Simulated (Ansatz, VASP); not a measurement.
**BeS in VASP and in Ansatz**

File INCAR:

```
  PREC = Accurate
  ENCUT = 520
  EDIFF = 1E-6
  ISMEAR = 0
  SIGMA = 0.02
  LREAL = False
  LASPH = True
  NELM = 60
  ALGO = Normal
  ISIF = 2
  LWAVE = False
  LCHARG = False
  GGA = PE
  NBANDS = 11
```

Contents of KPOINTS:

```
regular mesh
0
Gamma
  8 8 8
```

The input POSCAR:

```
BeS
1.0
    0.0000000000      2.4379189251      2.4379189251
    2.4379189251      0.0000000000      2.4379189251
    2.4379189251      2.4379189251      0.0000000000
Be S
1 1
Direct
    0.0000000000      0.0000000000      0.0000000000
    0.2500000000      0.2500000000      0.2500000000
```

Input for Ansatz:

```yaml
crystal:
  lattice:
    - [0.0, 2.4379189251, 2.4379189251]
    - [2.4379189251, 0.0, 2.4379189251]
    - [2.4379189251, 2.4379189251, 0.0]
  atoms:
    - { symbol: Be, position: [0.0, 0.0, 0.0] }
    - { symbol: S, position: [0.25, 0.25, 0.25] }
basis:
  ecutwfc: 420
kpoints:
  mp_grid: { grid: [8, 8, 8] }
  band_path:
    path:
      - [[0.0, 0.0, 0.0], [-0.5, -0.5, 0.0], [-0.375, -0.375, 0.25]]
      - [[-0.375, 0.0, 0.375], [0.0, 0.0, 0.0], [0.0, 0.0, 0.5], [-0.5, -0.25, 0.25], [-0.5, -0.5, 0.0]]
    npoints: 14
hamiltonian:
  xc: pbe
scf:
  occupations: { method: gaussian, width: 0.02 }
  n_extra_bands: 6
output:
  forces: true
  stress: true
  eigenvalues: true
  populations: true
  dos: { projected: true, de: 0.02, nscf_kmesh: { grid: [12, 12, 12] } }
  bader: true
  write_density: true
  write_potential: true
  elf: true
  volumetric_format: npy
```

Alike in both runs: task single point; functional PBE; k mesh 8 × 8 × 8; occupations gaussian, width 0.02 eV; no spin polarisation.

```csv
,VASP,Ansatz
version,VASP 6.6.1,Ansatz 0.2.0
potentials or method,"VASP PAW PBE potentials, release 64 (Be, S)","scalar-relativistic, plane waves, PAW"
plane-wave cutoff (eV),520,420
valence electrons in the cell,8,8
```

|  | VASP | Ansatz | Ansatz less VASP |
| --- | --- | --- | --- |
| gap on the k mesh at the Fermi level (eV) | 3.15 | 3.14 | -0.001 |
| least direct gap on the mesh (eV) | 5.68 | 5.66 | -0.018 |
| pressure (GPa) | 0.0 | 0.0 | -0.01 |

The functional is the same, so the differences come from potentials, cutoffs and numerics.

A k mesh can miss the band edges. Expect the measured gap to be larger: semilocal functionals such as PBE lack the derivative discontinuity.
